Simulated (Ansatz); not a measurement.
# CaSe: the cost of one run

Code: Ansatz 0.2.0. PAW datasets, plane waves, zero pressure. No spin polarisation and no zero-point or thermal motion; the cell was built from a prototype and may be hypothetical.

**1. Starting point**

It is cubic, F-43m (No. 216); a = 6.514 Å in the conventional setting, 34.55 Å³ an atom. Ca has 4 Se at 2.82 Å; Se has 4 Ca at 2.82 Å.

Coordinates:

```xyz
2
Lattice="0.0000 3.2568 3.2568 3.2568 0.0000 3.2568 3.2568 3.2568 0.0000" Properties=species:S:1:pos:R:3 pbc="T T T"
Ca    0.0000    0.0000    0.0000
Se    1.6284    1.6284    1.6284
```

**2. PBE: cell and atoms**

input.yaml reads:

```yaml
crystal:
  lattice:
    - [0.0, 3.2568328685, 3.2568328685]
    - [3.2568328685, 0.0, 3.2568328685]
    - [3.2568328685, 3.2568328685, 0.0]
  atoms:
    - { symbol: Ca, position: [0.0, 0.0, 0.0] }
    - { symbol: Se, position: [0.25, 0.25, 0.25] }
kpoints:
  mp_grid: { grid: [6, 6, 6] }
hamiltonian:
  xc: pbe
scf:
  occupations: { method: fermi_dirac, width: 0.02 }
relax:
  f_tol: 0.005
  cell: {}
output:
  write_density: true
  write_potential: true
  elf: true
  volumetric_format: npy
```

Run with:

```bash
ansatz run input.yaml --threads 2 --pin off --max-ram 2211MiB --backend cpu --events-out ev --progress --plain --runs-dir out
```

Q: Estimate wall time and peak memory on 2 threads of Arm Neoverse V2, shared host.

About 4 s, with a peak of 0.34 GiB.
